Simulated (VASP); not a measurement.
# From VASP inputs to Ansatz: CO2 (strained database structure)

INCAR

```
ALGO = Normal
LREAL = .FALSE.
NELM = 120
NSW = 0
PREC = Accurate
ENCUT = 520
EDIFF = 1E-7
ISMEAR = 0
NBANDS = 25
LWAVE = .FALSE.
LASPH = .TRUE.
SIGMA = 0.01
ISIF = 2
LCHARG = .FALSE.
IBRION = -1
METAGGA = R2SCAN
```

KPOINTS

```
KPOINTS created by Atomic Simulation Environment
0
Gamma
6 6 6
0 0 0
```

KPOINTS_OPT

```
special points
7
Reciprocal
0.0000000000 0.0000000000 0.0000000000 1
0.0000000000 0.5000000000 0.0000000000 1
0.5000000000 0.5000000000 0.0000000000 1
0.0000000000 0.0000000000 0.5000000000 1
0.0000000000 0.5000000000 0.5000000000 1
0.5000000000 0.5000000000 0.5000000000 1
-0.5000000000 -0.5000000000 0.3697920000 1
```

POSCAR

```
C  O
 1.0000000000000000
     3.9833489786000000    0.0000000000000000    0.0000000000000000
     0.0000000000000000    3.9833489786000000    0.0000000000000000
     0.0000000000000000    0.0000000000000000    4.8225714796999997
 C   O
   2   4
Cartesian
  1.9916744892999998  1.9916744892999998  2.4112857398499994
  0.0000000000000000  0.0000000000000000  0.0000000000000000
  1.1712905730379513  2.8120584055620488  2.4112857398499994
  2.8120584055620488  1.1712905730379513  2.4112857398499994
  0.8203839162620487  0.8203839162620485  0.0000000000000000
  3.1629650623379506  3.1629650623379506  0.0000000000000000
```

VASP ran with the recommended PBE PAW datasets (32 valence electrons in the cell).

Q: Translate these files to an Ansatz input.

A: 

```yaml
crystal:
  lattice:
    - [3.9833489786, 0.0, 0.0]
    - [0.0, 3.9833489786, 0.0]
    - [0.0, 0.0, 4.8225714797]
  atoms:
    - { symbol: C, position: [0.5, 0.5, 0.5] }
    - { symbol: C, position: [0.0, 0.0, 0.0] }
    - { symbol: O, position: [0.2940466877, 0.7059533123, 0.5] }
    - { symbol: O, position: [0.7059533123, 0.2940466877, 0.5] }
    - { symbol: O, position: [0.2059533123, 0.2059533123, 0.0] }
    - { symbol: O, position: [0.7940466877, 0.7940466877, 0.0] }
kpoints:
  mp_grid: { grid: [6, 6, 6] }
  band_path:
    path:
      - [0.0, 0.0, 0.0]
      - [0.0, 0.5, 0.0]
      - [0.5, 0.5, 0.0]
      - [0.0, 0.0, 0.5]
      - [0.0, 0.5, 0.5]
      - [0.5, 0.5, 0.5]
      - [-0.5, -0.5, 0.369792]
    npoints: 1
hamiltonian:
  xc: r2scan
scf:
  occupations: { method: fixed }
  n_extra_bands: 5
output:
  forces: true
  stress: true
  eigenvalues: true
```

Other inputs would serve too.

```tsv
	VASP	Ansatz
gap between bands v and c	7.10 eV	7.13 eV
least direct gap	7.80 eV	7.83 eV
pressure	3.5 GPa	1.3 GPa
largest force	0.71 eV/Å	0.08 eV/Å
```

Datasets and cutoffs are each program's own. VASP's cell holds 32 valence electrons and Ansatz's 32. Ansatz's stress includes a Pulay correction; VASP's doesn't.
